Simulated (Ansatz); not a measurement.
Born–Oppenheimer molecular dynamics of a periodic cell of 24 atoms, Li$_{2}$O (host Li2O, host structure Fm-3m). It starts from a structure without forces on its atoms.

These are results of Ansatz, DFT PBEsol, scalar-relativistic, plane waves, PAW, not measurements. Settings: accuracy low, cutoff 420 eV, k mesh 2x2x2, fermi-dirac smearing 0.002 eV, no spin polarisation.

```yaml
ensemble: NVT, Langevin thermostat
time_step: 1 fs
steps_asked: 200
set_temperature: 1920 K
friction: 0.05 /fs
seed: 325241
```

Frames 5 fs apart, positions in Å, forces in eV/Å.

Velocities at 150.0 fs (Å/ps):

```
Li -16.40 -17.80 0.98
Li -24.08 -13.89 16.87
O -2.16 12.29 -18.70
Li -1.33 -19.91 -6.71
Li 3.52 28.68 -11.82
O 1.23 -10.52 5.54
Li -3.75 -29.76 -9.36
Li 29.19 1.17 11.05
O 2.61 0.86 0.80
Li -9.96 1.36 2.66
Li -32.67 9.19 -8.06
O -10.50 5.11 5.48
Li 0.56 -24.07 -11.11
Li 10.29 8.02 -32.31
O 4.55 -17.37 5.45
Li -5.50 -10.41 6.20
Li -9.54 -11.35 -13.64
O -1.17 -4.91 -21.10
Li 10.22 12.60 -13.90
Li 18.59 5.46 3.77
O -9.56 -6.37 -7.29
Li -7.20 3.14 -0.01
Li -21.65 -9.73 -15.70
O 6.41 6.09 -8.67
```

```xyz
24
Lattice="0.0000 4.6100 4.6100 4.6100 0.0000 4.6100 4.6100 4.6100 0.0000" Properties=species:S:1:pos:R:3:forces:R:3 time_fs=150.0 energy_less_start_eV=6.932 T=1755
Li 0.981 1.078 0.998 1.41 -0.82 -0.23
Li 3.101 2.905 3.105 0.36 0.23 0.38
O 0.232 -0.121 -0.248 -2.18 -1.83 0.89
Li 3.695 3.247 0.935 -1.03 0.67 0.27
Li 6.231 4.772 4.121 1.37 0.59 -0.78
O 2.331 2.377 -0.345 1.39 -1.57 1.15
Li 3.324 0.934 3.305 1.95 -0.07 -0.77
Li 5.690 3.504 5.868 -0.44 -1.47 -0.23
O 2.423 -0.093 2.094 -0.29 -0.88 0.27
Li 5.930 3.139 2.984 -1.25 0.07 0.50
Li 7.878 5.557 5.698 1.98 -0.11 -0.83
O 4.577 2.089 2.150 0.22 0.43 -1.57
Li 0.656 2.103 3.507 1.38 0.46 0.04
Li 3.774 5.759 5.093 -0.52 -0.73 1.84
O -0.076 1.803 2.018 -1.86 1.75 1.24
Li 3.593 4.975 3.078 2.12 0.53 -0.04
Li 5.745 7.694 5.418 -0.08 2.17 0.44
O 2.269 4.322 2.186 1.24 0.27 -0.33
Li 3.487 3.372 5.589 -0.01 -0.35 -0.16
Li 6.254 5.228 8.312 -0.91 0.27 -0.36
O 2.264 2.070 4.647 0.05 -1.72 -1.06
Li 6.174 5.845 6.206 -1.99 0.16 0.41
Li 8.132 7.863 7.933 0.29 0.69 -1.15
O 4.806 4.093 4.395 -3.22 1.24 0.10
24
Lattice="0.0000 4.6100 4.6100 4.6100 0.0000 4.6100 4.6100 4.6100 0.0000" Properties=species:S:1:pos:R:3:forces:R:3 time_fs=155.0 energy_less_start_eV=7.871 T=1930
Li 0.952 0.955 1.029 1.15 -0.44 -0.10
Li 3.023 2.843 3.232 0.77 0.30 -0.78
O 0.203 -0.064 -0.311 -1.59 -1.98 0.79
Li 3.645 3.159 0.908 -0.99 1.00 0.42
Li 6.289 4.893 4.062 0.34 -0.54 -0.46
O 2.371 2.305 -0.307 1.04 -1.27 0.35
Li 3.351 0.803 3.292 2.69 0.76 -0.76
Li 5.846 3.505 5.870 -2.02 -2.35 -1.55
O 2.440 -0.083 2.107 -0.73 -1.52 -0.22
Li 5.863 3.147 3.011 -1.12 0.02 0.73
Li 7.742 5.613 5.691 3.11 -0.36 -0.51
O 4.546 2.100 2.151 0.40 0.35 -1.51
Li 0.720 1.951 3.491 0.51 0.82 -0.26
Li 3.829 5.744 4.958 -0.43 -0.50 2.15
O -0.075 1.747 2.065 -2.37 1.64 0.33
Li 3.563 4.869 3.097 2.54 0.60 -0.70
Li 5.713 7.686 5.335 -0.26 2.14 0.58
O 2.300 4.318 2.079 1.91 1.03 1.42
Li 3.545 3.386 5.551 0.17 -0.28 0.13
Li 6.320 5.235 8.306 -1.50 0.16 -0.08
O 2.176 1.998 4.569 0.47 -1.01 -0.09
Li 6.144 5.874 6.295 -2.31 0.14 0.25
Li 8.020 7.847 7.821 0.99 0.03 -0.57
O 4.861 4.099 4.352 -2.78 1.25 0.43
24
Lattice="0.0000 4.6100 4.6100 4.6100 0.0000 4.6100 4.6100 4.6100 0.0000" Properties=species:S:1:pos:R:3:forces:R:3 time_fs=160.0 energy_less_start_eV=8.070 T=2031
Li 0.963 0.844 1.099 0.90 0.04 -0.03
Li 2.958 2.836 3.262 0.90 0.10 -0.90
O 0.182 -0.016 -0.287 -0.84 -1.87 0.51
Li 3.540 3.104 0.882 0.05 1.02 0.53
Li 6.377 5.012 3.975 -0.70 -3.29 -0.40
O 2.476 2.236 -0.251 -0.07 -0.99 -0.38
Li 3.472 0.730 3.270 2.97 1.44 -0.42
Li 5.991 3.485 5.838 -2.90 -2.90 -2.43
O 2.487 -0.054 2.159 -1.31 -1.67 -0.91
Li 5.762 3.115 3.023 -0.53 0.15 1.12
Li 7.713 5.625 5.679 3.19 -0.43 -0.19
O 4.573 2.104 2.090 -0.28 0.49 -0.97
Li 0.866 1.812 3.488 -2.02 1.18 -1.76
Li 3.840 5.652 4.985 -0.25 0.08 1.97
O -0.114 1.701 2.080 -1.46 1.91 0.59
Li 3.626 4.789 3.132 1.99 0.98 -1.38
Li 5.716 7.749 5.315 -0.30 1.36 0.17
O 2.331 4.356 2.026 2.04 1.19 2.64
Li 3.680 3.352 5.570 0.10 -0.43 0.19
Li 6.356 5.230 8.282 -1.56 0.28 0.10
O 2.126 1.894 4.540 1.52 1.52 1.19
Li 6.058 5.896 6.302 -1.39 -0.45 -0.16
Li 7.949 7.866 7.739 1.31 -0.92 0.25
O 4.846 4.101 4.317 -1.38 1.21 0.68
24
Lattice="0.0000 4.6100 4.6100 4.6100 0.0000 4.6100 4.6100 4.6100 0.0000" Properties=species:S:1:pos:R:3:forces:R:3 time_fs=165.0 energy_less_start_eV=7.386 T=2103
Li 0.998 0.754 1.120 0.56 0.49 0.36
Li 2.887 2.814 3.257 0.83 0.56 -0.82
O 0.189 0.031 -0.277 -0.24 -1.52 0.42
Li 3.412 3.082 0.974 1.49 1.13 0.50
Li 6.330 5.039 3.859 0.56 -3.49 0.03
O 2.629 2.177 -0.201 -1.53 -0.99 -0.80
Li 3.670 0.773 3.197 1.64 0.77 -0.42
Li 6.081 3.371 5.685 -1.72 -1.20 -1.13
O 2.509 -0.068 2.215 -1.20 -1.07 -0.92
Li 5.667 3.077 3.096 0.12 0.01 0.73
Li 7.786 5.646 5.665 1.96 -0.55 -0.57
O 4.642 2.142 2.000 -1.71 0.83 0.07
Li 0.937 1.730 3.410 -2.63 1.86 -1.88
Li 3.906 5.580 4.996 -0.43 0.75 1.86
O -0.157 1.678 2.088 -0.15 1.93 0.33
Li 3.735 4.741 3.157 0.39 1.35 -2.35
Li 5.707 7.790 5.317 -0.34 0.80 -0.15
O 2.368 4.411 2.012 0.28 -0.69 1.66
Li 3.774 3.322 5.575 -0.30 -0.54 0.30
Li 6.361 5.268 8.262 -0.96 0.14 0.02
O 2.115 1.892 4.519 1.48 1.41 1.59
Li 5.946 5.876 6.264 0.59 -1.40 -0.83
Li 7.943 7.806 7.689 1.22 -0.84 0.69
O 4.793 4.123 4.296 0.09 0.26 1.31
24
Lattice="0.0000 4.6100 4.6100 4.6100 0.0000 4.6100 4.6100 4.6100 0.0000" Properties=species:S:1:pos:R:3:forces:R:3 time_fs=170.0 energy_less_start_eV=6.931 T=1882
Li 1.046 0.659 1.113 0.31 1.01 0.59
Li 2.827 2.772 3.215 0.78 0.82 -0.46
O 0.206 0.039 -0.327 0.52 -1.03 1.03
Li 3.302 3.138 1.125 2.16 0.34 -0.64
Li 6.315 5.015 3.760 0.87 -2.52 0.71
O 2.757 2.091 -0.190 -2.18 -0.01 -0.38
Li 3.876 0.834 3.136 0.07 0.19 -0.77
Li 6.073 3.240 5.511 -1.08 -0.11 -0.19
O 2.524 -0.065 2.271 -0.66 -0.98 -1.27
Li 5.617 3.037 3.164 0.35 -0.14 0.15
Li 7.913 5.685 5.632 0.37 -1.19 -1.04
O 4.678 2.200 1.927 -1.70 0.78 0.82
Li 0.931 1.746 3.308 -1.55 1.85 -0.43
Li 3.931 5.575 5.085 -0.33 0.51 1.40
O -0.178 1.698 2.108 0.48 1.60 -0.70
Li 3.793 4.705 3.129 0.03 1.47 -1.86
Li 5.738 7.887 5.274 -0.42 -0.26 -0.15
O 2.392 4.444 2.048 -0.47 -1.61 0.34
Li 3.812 3.251 5.583 -0.57 -0.19 0.13
Li 6.393 5.308 8.207 -0.62 -0.03 0.23
O 2.095 1.891 4.502 1.14 0.94 1.33
Li 5.899 5.814 6.191 1.04 -1.24 -1.16
Li 7.992 7.673 7.620 0.70 -0.13 1.10
O 4.762 4.104 4.333 0.77 -0.07 1.21
24
Lattice="0.0000 4.6100 4.6100 4.6100 0.0000 4.6100 4.6100 4.6100 0.0000" Properties=species:S:1:pos:R:3:forces:R:3 time_fs=175.0 energy_less_start_eV=7.300 T=1782
Li 1.058 0.654 1.109 0.59 0.90 0.50
Li 2.822 2.726 3.134 0.67 0.77 0.06
O 0.242 -0.001 -0.366 0.51 -0.27 1.68
Li 3.267 3.248 1.262 2.27 -0.76 -2.16
Li 6.351 4.911 3.707 0.85 -1.00 1.82
O 2.846 2.016 -0.203 -2.99 1.03 -0.11
Li 4.098 0.839 3.064 -1.21 0.19 -0.97
Li 5.999 3.169 5.358 -0.20 -0.15 0.49
O 2.528 -0.070 2.296 0.02 -0.91 -1.98
Li 5.588 3.004 3.166 0.44 -0.08 -0.15
Li 8.079 5.734 5.602 -1.11 -1.73 -1.78
O 4.724 2.256 1.864 -1.38 0.15 1.09
Li 0.934 1.692 3.219 0.29 1.50 1.40
Li 3.880 5.611 5.228 0.05 -0.33 0.90
O -0.167 1.757 2.135 0.22 1.20 -2.05
Li 3.869 4.740 3.053 -0.24 1.20 -0.67
Li 5.706 7.959 5.182 -0.04 -1.33 -0.04
O 2.399 4.436 2.085 -0.66 -0.84 0.01
Li 3.797 3.209 5.597 -0.88 0.28 -0.13
Li 6.399 5.305 8.193 -0.01 -0.14 0.18
O 2.129 1.905 4.462 0.71 0.23 1.12
Li 5.917 5.761 6.080 0.98 -0.62 -1.16
Li 8.018 7.574 7.592 0.29 0.48 1.38
O 4.738 4.072 4.363 0.85 0.24 0.58
24
Lattice="0.0000 4.6100 4.6100 4.6100 0.0000 4.6100 4.6100 4.6100 0.0000" Properties=species:S:1:pos:R:3:forces:R:3 time_fs=180.0 energy_less_start_eV=7.927 T=1440
Li 1.032 0.635 1.110 0.92 0.79 0.70
Li 2.838 2.655 3.031 0.55 0.89 0.27
O 0.287 -0.044 -0.359 -0.80 1.21 0.43
Li 3.294 3.305 1.335 2.09 -1.07 -3.12
Li 6.435 4.802 3.641 0.25 0.21 2.92
O 2.909 2.027 -0.221 -3.01 0.30 0.70
Li 4.211 0.848 2.928 -1.05 -0.59 0.44
Li 5.864 3.143 5.283 1.07 -0.48 1.14
O 2.531 -0.127 2.280 1.07 -0.70 -3.13
Li 5.533 2.979 3.169 0.80 0.09 -0.10
Li 8.152 5.778 5.537 -1.17 -1.65 -1.72
O 4.779 2.293 1.843 -1.46 -0.69 0.65
Li 0.905 1.691 3.231 1.24 0.97 2.65
Li 3.822 5.612 5.421 -0.44 -0.32 -0.32
O -0.127 1.808 2.129 -0.21 0.79 -3.20
Li 3.887 4.803 3.020 -0.42 1.05 -0.03
Li 5.654 7.970 5.093 0.75 -2.26 0.48
O 2.401 4.409 2.124 -0.94 -0.08 -0.16
Li 3.834 3.218 5.629 -1.53 0.46 -0.19
Li 6.397 5.262 8.198 0.48 0.03 0.28
O 2.225 1.936 4.406 0.01 -0.52 1.24
Li 5.979 5.737 6.009 0.88 -0.15 -1.13
Li 8.071 7.511 7.648 0.06 1.12 0.80
O 4.721 4.072 4.345 0.85 0.61 0.42
24
Lattice="0.0000 4.6100 4.6100 4.6100 0.0000 4.6100 4.6100 4.6100 0.0000" Properties=species:S:1:pos:R:3:forces:R:3 time_fs=185.0 energy_less_start_eV=7.848 T=2094
Li 1.088 0.642 1.118 0.68 0.62 0.91
Li 2.846 2.573 3.008 0.76 1.49 -0.78
O 0.332 -0.074 -0.351 -1.72 2.11 -0.02
Li 3.327 3.323 1.373 1.61 -0.64 -2.84
Li 6.530 4.710 3.700 0.60 0.25 1.24
O 2.958 2.082 -0.184 -3.04 -0.95 1.84
Li 4.279 0.822 2.855 -0.52 -0.97 1.08
Li 5.715 3.176 5.288 2.10 -1.13 1.80
O 2.553 -0.253 2.197 0.78 0.28 -1.64
Li 5.462 2.951 3.165 1.26 0.47 0.37
Li 8.191 5.799 5.364 -0.13 -1.10 -0.53
O 4.818 2.293 1.852 -1.71 -1.66 -0.35
Li 0.860 1.709 3.344 0.41 0.70 1.86
Li 3.752 5.572 5.561 -0.62 0.11 -1.11
O -0.082 1.874 2.087 0.20 0.28 -2.88
Li 3.883 4.943 3.030 -0.62 0.61 -0.18
Li 5.644 7.939 5.039 1.10 -2.56 1.19
O 2.367 4.426 2.166 -0.24 -0.51 -0.56
Li 3.847 3.293 5.646 -2.22 0.03 0.26
Li 6.440 5.200 8.272 0.53 0.34 0.00
O 2.285 1.983 4.366 -0.65 -1.54 1.91
Li 6.045 5.660 5.939 0.28 0.73 -0.69
Li 8.077 7.469 7.741 0.46 1.66 -0.96
O 4.702 4.075 4.314 0.69 1.37 0.09
24
Lattice="0.0000 4.6100 4.6100 4.6100 0.0000 4.6100 4.6100 4.6100 0.0000" Properties=species:S:1:pos:R:3:forces:R:3 time_fs=190.0 energy_less_start_eV=7.373 T=1928
Li 1.158 0.685 1.103 0.35 0.20 1.12
Li 2.852 2.558 2.938 0.60 1.43 -0.75
O 0.353 -0.101 -0.321 -2.24 2.27 -0.17
Li 3.375 3.304 1.342 1.35 0.14 -2.12
Li 6.617 4.597 3.803 0.59 0.50 -0.33
O 2.915 2.132 -0.089 -2.87 -1.03 1.32
Li 4.335 0.752 2.827 -0.14 -0.85 0.97
Li 5.651 3.171 5.360 1.78 -0.88 1.63
O 2.590 -0.379 2.084 0.29 1.21 0.24
Li 5.474 2.936 3.260 0.67 -0.27 -0.94
Li 8.221 5.777 5.155 0.86 -0.62 0.65
O 4.833 2.259 1.863 -1.29 -1.68 0.02
Li 0.812 1.736 3.487 -0.05 0.39 0.49
Li 3.656 5.534 5.633 -0.29 0.35 -1.25
O -0.017 1.923 2.019 0.40 0.16 -1.41
Li 3.915 5.099 3.055 -1.11 -0.04 -0.91
Li 5.626 7.847 4.971 1.22 -1.96 1.86
O 2.353 4.439 2.172 0.47 -1.04 -0.61
Li 3.842 3.362 5.698 -1.98 -0.49 -0.33
Li 6.451 5.138 8.323 0.72 0.29 -0.38
O 2.333 2.021 4.337 -0.97 -1.89 1.59
Li 6.115 5.592 5.876 -0.37 1.47 -0.37
Li 7.993 7.450 7.774 0.88 1.20 -1.73
O 4.699 4.122 4.244 1.10 1.16 1.39
```

Of the whole run (200 fs, mean temperature of the second half 1855 K): A run of 0.2 ps of so small a system gives no equilibrium averages. The smearing is very narrow for this mesh. Limits of this set-up: coarse k mesh, low accuracy level.

Run time: 15 min on 1 thread of Arm Neoverse V1, with other jobs on the host, peak memory 0.55 GiB.
